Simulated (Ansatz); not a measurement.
# Al₂Cu: symmetry broken, then relaxed

Theory: Ansatz, DFT PBE, scalar-relativistic, plane waves, PAW. Cutoff 420 eV, Γ-centred 10×10×10 k-points, Gaussian smearing of 0.15 eV. No spin polarisation. Energies are free energies at this smearing, counted from the undisturbed cell; pressure is positive in compression.

Reference structure (relaxed at this level; it needn't be the usual structure):

```
Al Cu
1.0
    -3.02619    3.02619    2.44162
     3.02619   -3.02619    2.44162
     3.02619    3.02619   -2.44162
Al Cu
4 2
Direct
  0.15872 0.65872 0.81744
  0.65872 0.84128 0.50000
  0.84128 0.34128 0.18256
  0.34128 0.15872 0.50000
  0.75000 0.75000 0.00000
  0.25000 0.25000 0.00000
```

The atoms are displaced (Å, in the unstrained cell):

```tsv
atom	ux	uy	uz
Al1	0.102	-0.323	0.138
Al2	-0.171	-0.034	0.212
Al3	0.049	-0.052	-0.199
Al4	-0.092	0.045	-0.022
Cu5	0.346	0.301	0.317
Cu6	-0.234	0.062	-0.447
```

The atoms are then relaxed in that fixed cell.

Does the relaxation return to the undisturbed structure?

Yes (up to a choice of domain or origin): same space group and volume, and an energy 0.0 meV/atom from it. The disturbance itself cost 1015.1 meV/atom. The final space group reads I4/mcm (tolerance 0.05 Å) and the volume changes by 0.00 %.

Final structure:

```
CELL_PARAMETERS angstrom
-3.02619 3.02619 2.44162
3.02619 -3.02619 2.44162
3.02619 3.02619 -2.44162
ATOMIC_POSITIONS crystal
Al 0.15865 0.65865 0.81729
Al 0.65864 0.84134 0.50000
Al 0.84136 0.34136 0.18270
Al 0.34137 0.15865 0.50000
Cu 0.75000 0.75001 0.00002
Cu 0.24999 0.24998 0.99998
```

The relaxation, step by step (energy from the first step):

| step | ΔE (meV/atom) | largest force component (eV/Å) | pressure (GPa) |
| --- | --- | --- | --- |
| 1 | 0.0 | 14.740 | n/a |
| 2 | -718.0 | 5.059 | n/a |
| 3 | -952.8 | 1.791 | n/a |
| 4 | -1015.1 | 0.021 | n/a |
| 5 | -1015.1 | 0.021 | n/a |
| 6 | -1015.1 | 0.000 | n/a |

Cost: 3 runs of about 18 core-minutes in all, on Intel Xeon Processor @ 2.70GHz (shared hosts).